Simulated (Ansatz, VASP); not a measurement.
# C in VASP and in Ansatz

```
C
1.0
     5.00285    0.00000    0.00000
    -2.50143    4.33260    0.00000
     0.00000    0.00000    1.26692
C
3
Direct
  0.00000 0.00000 0.00000
  0.33333 0.66667 0.50000
  0.66667 0.33333 0.50000
```

Alike in both runs: functional PBE; k mesh 11 × 11 × 16; occupations fermi-dirac, width 0.1 eV; no spin polarisation.

Ansatz relaxed the structure, and its values are those at the end. VASP's run is a single point on that final structure, the one shown.

|  | VASP | Ansatz |
| --- | --- | --- |
| version | VASP 6.6.1 | Ansatz 0.2.0 |
| potentials or method | VASP PAW PBE potentials, release 64 (C) | PAW with Ansatz's default frozen-core files, scalar-relativistic |
| plane-wave cutoff (eV) | 520 | 420 |
| valence electrons in the cell | 12 | 12 |

Ansatz gave:

```
pressure (GPa) : 21.0
```

**Question.** Estimate VASP's values.

**Answer.** Pressure (GPa): 20.8.

The functional is the same, so the differences come from potentials, cutoffs and numerics.

Caveats: so large a pressure means that the cell lies far from this level's equilibrium, or that cutoff or potentials fall short (VASP).
